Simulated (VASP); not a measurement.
# Os (P6_3/mmc) in VASP: a series of runs

Runs on Os. Level: PBE. Tasks: relaxation of shape and atoms at fixed volume.

Program: VASP 6.6.1. These are calculated values, not measurements. Logs are shortened: lines on timing, memory, paths and dates and some standing lists are left out, and cuts for length are marked.

## 1. Starting point

It takes space group P6_3/mmc (No. 194, hexagonal). Conventional cell: a = 2.753 Å, b = 2.753 Å, c = 4.350 Å, α = 90.00°, β = 90.00°, γ = 120.00°. Os (site symmetry -6m2) is surrounded by 12 Os at 2.69 to 2.75 Å.

## 2. Relaxation of shape and atoms at fixed volume, PBE

File INCAR:

```
SYSTEM = Os
ALGO = Normal
EDIFF = 1E-7
EDIFFG = -0.01
ENCUT = 600
GGA = PE
IBRION = 2
ISIF = 4
ISMEAR = 1
LASPH = .TRUE.
LCHARG = .FALSE.
LREAL = .FALSE.
LWAVE = .FALSE.
NELM = 80
NSW = 40
PREC = Accurate
SIGMA = 0.1
```

File KPOINTS:

```
k-points
0
G
  15 15 9
  0 0 0
```

File POSCAR:

```
Os                                      
1.0
    2.7526286870      0.0000000000      0.0000000000
   -1.3763143435      2.3838463702      0.0000000000
    0.0000000000      0.0000000000      4.3503361403
  Os            
     2
Direct
     0.3333333332999970    0.6666666667000030    0.2500000000000000
     0.6666666667000030    0.3333333332999970    0.7500000000000000
```

Potentials or basis: VASP PAW PBE potentials, release 64 (Os).

The run is started by

```bash
cat potpaw_PBE.64/Os/POTCAR > POTCAR
mpirun -np 1 vasp_std > vasp.out
```

OUTCAR:

```text
SYSTEM = Os
   EDIFF = 1E-7
   EDIFFG = -0.01
   ENCUT = 600
   GGA = PE
   IBRION = 2
   ISIF = 4
   ISMEAR = 1
   LASPH = .TRUE.
   LREAL = .FALSE.
   NELM = 80
   NSW = 40
   PREC = Accurate

 ion  position               nearest neighbor table
   1  0.333  0.667  0.250-   2 2.69   2 2.69   2 2.69   2 2.69   2 2.69   2 2.69
   2  0.667  0.333  0.750-   1 2.69   1 2.69   1 2.69   1 2.69   1 2.69   1 2.69

  LATTYP: Found a hexagonal cell.
 ALAT       =     2.7526286870
 C/A-ratio  =     1.5804297037

  Lattice vectors:

 A1 = (   2.7526286870,   0.0000000000,   0.0000000000)
 A2 = (  -1.3763143435,   2.3838463702,   0.0000000000)
 A3 = (   0.0000000000,   0.0000000000,   4.3503361403)

Analysis of symmetry for initial positions (statically):
=====================================================================
 Subroutine PRICEL returns:
 Original cell was already a primitive cell.

 Routine SETGRP: Setting up the symmetry group for a
 hexagonal supercell.

 Subroutine GETGRP returns: Found 24 space group operations
 (whereof 12 operations were pure point group operations)
 out of a pool of 24 trial point group operations.

The static configuration has the point symmetry D_3d.
 The point group associated with its full space group is D_6h.

Analysis of symmetry for dynamics (positions and initial velocities):
=====================================================================
 Subroutine PRICEL returns:
 Original cell was already a primitive cell.

 Routine SETGRP: Setting up the symmetry group for a
 hexagonal supercell.

 Subroutine GETGRP returns: Found 24 space group operations
 (whereof 12 operations were pure point group operations)
 out of a pool of 24 trial point group operations.

The dynamic configuration has the point symmetry D_3d.
 The point group associated with its full space group is D_6h.

 Subroutine INISYM returns: Found 24 space group operations
 (whereof 12 operations are pure point group operations),
 and found     1 'primitive' translations

----------------------------------------------------------------------------------------

                                     Primitive cell

  volume of cell :      28.5462

  direct lattice vectors                    reciprocal lattice vectors
     2.752628687  0.000000000  0.000000000     0.363289101  0.209745060  0.000000000
    -1.376314344  2.383846370  0.000000000     0.000000000  0.419490120  0.000000000
     0.000000000  0.000000000  4.350336140     0.000000000  0.000000000  0.229867295

  length of vectors
     2.752628687  2.752628687  4.350336140     0.419490120  0.419490120  0.229867295

  position of ions in fractional coordinates (direct lattice)
     0.333333333  0.666666667  0.250000000
     0.666666667  0.333333333  0.750000000

  ion indices of the primitive-cell ions
   primitive index   ion index
                 1           1
                 2           2

----------------------------------------------------------------------------------------

 KPOINTS: k-points

Automatic generation of k-mesh.
 Grid dimensions read from file:
 generate k-points for:   15   15    9

 Generating k-lattice:

  Cartesian coordinates                     Fractional coordinates (reciprocal lattice)
     0.024219273  0.013983004  0.000000000     0.066666667 -0.000000000  0.000000000
     0.000000000  0.027966008  0.000000000     0.000000000  0.066666667  0.000000000
     0.000000000  0.000000000  0.025540811     0.000000000  0.000000000  0.111111111

  Length of vectors
     0.027966008  0.027966008  0.025540811

  Shift w.r.t. Gamma in fractional coordinates (k-lattice)
     0.000000000  0.000000000  0.000000000

 Subroutine IBZKPT returns following result:
 ===========================================

 Found    135 irreducible k-points:

 Following reciprocal coordinates:
            Coordinates               Weight
  0.000000  0.000000  0.000000      1.000000
  0.066667  0.000000  0.000000      6.000000
  0.133333  0.000000  0.000000      6.000000
  0.200000  0.000000  0.000000      6.000000
  0.266667  0.000000  0.000000      6.000000
  0.333333  0.000000  0.000000      6.000000
[... 16 lines left out ...]
  0.333333  0.200000  0.000000     12.000000
  0.400000  0.200000  0.000000      6.000000
 [... further k-points ...]
   k-points           NKPTS =    135   k-points in BZ     NKDIM =    135   number of bands    NBANDS=     12
   number of dos      NEDOS =    301   number of ions     NIONS =      2
   total plane-waves  NPLWV =  20736
   dimension x,y,z NGX =    24 NGY =   24 NGZ =   36
   dimension x,y,z NGXF=    48 NGYF=   48 NGZF=   72
   ions per type =               2
   NGX,Y,Z   is equivalent  to a cutoff of  14.49, 14.49, 13.76 a.u.
   NGXF,Y,Z  is equivalent  to a cutoff of  28.99, 28.99, 27.51 a.u.
 SYSTEM =  Os
   PREC   = accura    normal or accurate (medium, high low for compatibility)
   ISTART =      0    job   : 0-new  1-cont  2-samecut
   ICHARG =      2    charge: 1-file 2-atom 10-const
   ISPIN  =      1    spin polarized calculation?
   LNONCOLLINEAR =      F non collinear calculations
   LSORBIT =      F    spin-orbit coupling
   LASPH  =      T    aspherical Exc in radial PAW
   ENCUT  =  600.0 eV  44.10 Ry    6.64 a.u.   5.50  5.50  8.69*2*pi/ulx,y,z
   NELM   =     80;   NELMIN=  2; NELMDL= -5     # of ELM steps
   EDIFF  = 0.1E-06   stopping-criterion for ELM
   LREAL  =      F    real-space projection
   EDIFFG = -.1E-01   stopping-criterion for IOM
   NSW    =     40    number of steps for IOM
   IBRION =      2    ionic relax: 0-MD 1-quasi-New 2-CG
   NFREE  =      1    steps in history (QN), initial steepest desc. (CG)
   ISIF   =      4    stress and relaxation
   ISYM   =      2    0-nonsym 1-usesym 2-fastsym
   POTIM  = 0.5000    time-step for ionic-motion
   TEBEG  =    0.0;   TEEND  =   0.0 temperature during run
   PSTRESS=    0.0 pullay stress
   NELECT =      16.0000    total number of electrons
   NUPDOWN=      -1.0000    fix difference up-down
   EMIN   =  10.00;   EMAX   =-10.00  energy-range for DOS
   EFERMI =   0.00;   METHOD = LEGACY
   ISMEAR =     1;   SIGMA  =   0.10  broadening in eV -4-tet -1-fermi 0-gaus
   EFERMI_NEDOS =   21; number of points for ismear=-14 and -15
   IALGO  =     38    algorithm
   IMIX   =      4    mixing-type and parameters
     AMIX     =   0.40;   BMIX     =  1.00
     AMIX_MAG =   1.60;   BMIX_MAG =  1.00
  volume/ion in A,a.u.               =      14.27        96.32
  Fermi-wavevector in a.u.,A,eV,Ry     =   1.349787  2.550728 24.788795  1.821925
  Thomas-Fermi vector in A             =   2.477345
   LORBIT       =      0    0 simple, 1 ext, 2 COOP (PROOUT), +10 PAW based schemes
   GGA     = PE    functional components
   LHFCALC =     F    Hartree Fock is set to
   AEXX    =    0.0000 exact exchange contribution
   IVDW    =     0    specifies the selected vdW correction
   LEPSILON=     F    determine dielectric tensor
   LRPA    =     F    only Hartree local field effects (RPA)
 conjugate gradient relaxation of ions
 non-spin polarized calculation
 Methfessel and Paxton  Order N= 1 SIGMA  =   0.10
  energy-cutoff  :      600.00
  volume of cell :       28.55
 maximum number of plane-waves:       984
 NGX is ok and might be reduce to    24
   NGX = 11   NGY = 11   NGZ = 17

 number of electron      16.0000000 magnetization

 Free energy of the ion-electron system (eV)
  ---------------------------------------------------
  ext. energy  EPLUGINS =         0.00000000
  ---------------------------------------------------
  free energy    TOTEN  =       -22.50541262 eV

  energy without entropy =      -22.50658000  energy(sigma->0) =      -22.50580175

 E-fermi :   9.1648     XC(G=0): -13.9416

 val. band max:        9.1573369681   @ k =   0.1333   0.0000   0.3333
 cond. band min:       9.1870391185   @ k =   0.0000   0.0000   0.0000
 fundamental gap:      0.0297021504
 Fermi energy:         9.1647874909

 k-point     1 :       0.0000    0.0000    0.0000
  band No.  band energies     occupation
      1      -1.5962      2.00000
      2       1.5616      2.00000
      3       6.2003      2.00000
      4       6.2003      2.00000
      5       6.4427      2.00000
      6       7.0132      2.00000
      7       7.0132      2.00000
      8       7.6503      2.00000
      9       7.6503      2.00000
     10       9.1870      0.63352
     11      10.8024     -0.00000
     12      10.8024     -0.00000

 k-point     2 :       0.0667    0.0000    0.0000
  band No.  band energies     occupation
      1      -1.4201      2.00000
      2       1.7182      2.00000
      3       5.8424      2.00000
      4       6.3546      2.00000
      5       6.7505      2.00000
      6       6.9128      2.00000
      7       7.1571      2.00000
      8       7.4292      2.00000
      9       7.5262      2.00000
     10       8.4387      2.00000
     11      10.8877     -0.00000
     12      11.8207      0.00000

 k-point     3 :       0.1333    0.0000    0.0000
  band No.  band energies     occupation
      1      -0.9123      2.00000
      2       2.1413      2.00000
      3       5.3461      2.00000
      4       6.5617      2.00000
      5       6.6094      2.00000
      6       6.8091      2.00000
      7       7.2121      2.00000
      8       7.2372      2.00000
      9       7.5789      2.00000
     10       7.8243      2.00000
     11      11.0910     -0.00000
     12      13.4634      0.00000
[... 286 lines left out ...]
 k-point    23 :       0.3333    0.2000    0.0000
  band No.  band energies     occupation
      1       2.9789      2.00000
      2       3.1325      2.00000
      3       3.3135      2.00000
      4       4.9820      2.00000
      5       5.5505      2.00000
      6       6.4452      2.00000
      7       7.3830      2.00000
      8      10.0219     -0.00000
      9      11.2090      0.00000
     10      11.3316      0.00000
     11      13.4245      0.00000
     12      15.7764      0.00000

 k-point    24 :       0.4000    0.2000    0.0000
  band No.  band energies     occupation
      1       2.8783      2.00000
      2       3.2226      2.00000
      3       3.2252      2.00000
      4       5.2680      2.00000
      5       5.5869      2.00000
      6       6.3032      2.00000
      7       7.5694      2.00000
      8      10.5473     -0.00000
      9      11.1317     -0.00000
     10      11.3258      0.00000
     11      14.1074      0.00000
     12      14.7538      0.00000

 [... further k-points ...]

------------------------ aborting loop because EDIFF is reached ----------------------------------------

  FORCE on cell =-STRESS in cart. coord.  units (eV):
  Direction    XX          YY          ZZ          XY          YZ          ZX
  --------------------------------------------------------------------------------------
  -------------------------------------------------------------------------------------
  Total       -0.0025056     -0.0025056     -0.0027078      0.0000000     -0.0000000      0.0000000
  in kB       -0.1406313     -0.1406313     -0.1519749      0.0000000     -0.0000000      0.0000000
  external PRESSURE =      -0.1444125 kB  Pullay stress =       0.0000000 kB

 VOLUME and BASIS-vectors are now :
 -----------------------------------------------------------------------------
  energy-cutoff  :      600.00
  volume of cell :       28.55
      direct lattice vectors                 reciprocal lattice vectors
     2.752628687  0.000000000  0.000000000     0.363289101  0.209745060  0.000000000
    -1.376314344  2.383846370  0.000000000     0.000000000  0.419490120  0.000000000
     0.000000000  0.000000000  4.350336140     0.000000000  0.000000000  0.229867295

 POSITION                                       TOTAL-FORCE (eV/Angst)
 -----------------------------------------------------------------------------------
     -0.00000      1.58923      1.08758        -0.000000     -0.000000      0.000000
      1.37631      0.79462      3.26275         0.000000      0.000000      0.000000
 -----------------------------------------------------------------------------------
    total drift:                               -0.000000      0.000000     -0.000000

  FREE ENERGIE OF THE ION-ELECTRON SYSTEM (eV)
  ---------------------------------------------------
  free  energy   TOTEN  =       -22.5054126161 eV

  energy  without entropy=      -22.5065800047  energy(sigma->0) =      -22.50580175

 reached required accuracy - stopping structural energy minimisation
```

Run time: 16 s. Hardware: 1 thread of Intel Xeon 6975P-C (Granite Rapids), shared host; peak memory 0.19 GiB.

Results:

| Quantity | Value |
| --- | --- |
| Free energy | -22.5054 eV |
| Pressure after relaxing | 0.0 GPa |
| Band gap on the k mesh | none (metal or under the smearing width) |

Final structure:
```yaml
crystal:
  lattice:
    - [2.75263, 0.00000, 0.00000]
    - [-1.37631, 2.38385, 0.00000]
    - [0.00000, 0.00000, 4.35034]
  atoms:
    - { symbol: Os, position: [0.33333, 0.66667, 0.25000] }
    - { symbol: Os, position: [0.66667, 0.33333, 0.75000] }
```

Levels at points of the mesh, in eV from the Fermi level:
```
           k point  band 6  band 7  band 8  band 9  band 10  band 11
(0.00, 0.00, 0.00)   -2.15   -2.15   -1.51   -1.51     0.02     1.64
```

Caveat: the relaxation stopped at its first step, so nothing moved.

## 3. Relaxation of shape and atoms at fixed volume, PBE (a relaxed cell with its volume scaled by 1.02)

INCAR is that of step 2.

KPOINTS is that of step 2.

File POSCAR:

```
Os                                      
1.0
    2.7708585473      0.0000000000      0.0000000000
   -1.3854292737      2.3996338923      0.0000000000
    0.0000000000      0.0000000000      4.3791471530
  Os            
     2
Direct
     0.3333333332999970    0.6666666667000030    0.2500000000000000
     0.6666666667000030    0.3333333332999970    0.7500000000000000
```

Potentials or basis: VASP PAW PBE potentials, release 64 (Os).

The run is started by

```bash
cat potpaw_PBE.64/Os/POTCAR > POTCAR
mpirun -np 1 vasp_std > vasp.out
```

It took 33 s on 1 thread of Intel Xeon 6975P-C (Granite Rapids), shared host; peak memory 0.19 GiB.

It converged, with:

```
Free energy               : -22.4916 eV
Energy gained by relaxing : 0.0 meV/atom
Ionic steps               : 3
Pressure after relaxing   : -7.7 GPa
Band gap on the k mesh    : none (metal or under the smearing width)
```

Final structure:
```
CELL_PARAMETERS angstrom
2.77166 0.00000 0.00000
-1.38583 2.40033 0.00000
0.00000 0.00000 4.37661
ATOMIC_POSITIONS crystal
Os 0.33333 0.66667 0.25000
Os 0.66667 0.33333 0.75000
```

Levels at points of the mesh, in eV from the Fermi level:
```tsv
k point	band 4	band 5	band 6	band 7	band 8	band 9	band 10	band 11	band 12
(0.00, 0.00, 0.00)	-2.88	-2.63	-2.09	-2.09	-1.48	-1.48	0.04	1.59	1.59
```

Spin-orbit coupling is left out, which matters for the levels of Os.
